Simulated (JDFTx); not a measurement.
LiF (Griceite) under changes of volume

One of the cells (8.169 Å³/atom); the others are scaled copies at fixed shape and fractional positions:

```
CELL_PARAMETERS angstrom
0.00000 2.01400 2.01400
2.01400 0.00000 2.01400
2.01400 2.01400 0.00000
ATOMIC_POSITIONS crystal
F 0.50000 0.50000 0.50000
Li 0.00000 0.00000 0.00000
```

```yaml
Program: JDFTx 1.7.0 (patched build)
Functional: LDA
Potentials_or_basis: PseudoDojo-SR-LDA-0.4.1-standard with smoothed tails
Cutoff: 1143 eV
Density_cutoff: 9143 eV
k_mesh: 11 × 11 × 11
Occupations: fermi-dirac, width 0.05 eV
Spin: no spin polarisation
```

| volume (Å³/atom) | energy over the lowest point (meV/atom) | pressure (GPa) | gap on the mesh (eV) |
| --- | --- | --- | --- |
| 7.679 | 0.00 | -2.5 | 9.44 |
| 7.842 | 3.37 | -4.1 | 9.24 |
| 8.006 | 8.22 | -5.4 | 9.05 |
| 8.169 | 14.38 | -6.7 | 8.86 |
| 8.333 | ? | ? | ? |
| 8.496 | 30.09 | -8.7 | 8.52 |
| 8.659 | 39.40 | -9.6 | 8.36 |

Task: What does the run at 8.333 Å³/atom give?

Result: Energy over the lowest point 21.72 meV/atom; pressure -7.7 GPa; gap on the mesh 8.69 eV.

Worked out: A Birch-Murnaghan fit of order 3 (a polynomial in V^(-2/3)) to the other rows has no minimum within the range. It gives 21.73 meV/atom at 8.333 Å³/atom, against the run's 21.72, and -dE/dV = -7.7 GPa, against -7.7. A straight line through the other rows of the gap, of slope -8.98 eV per unit of ln V (its deformation potential), gives 8.70 eV, against the run's 8.69.

Energies are extrapolated to zero smearing.

Caveats: an odd mesh through Γ misses points on the zone boundary, where band edges often lie.
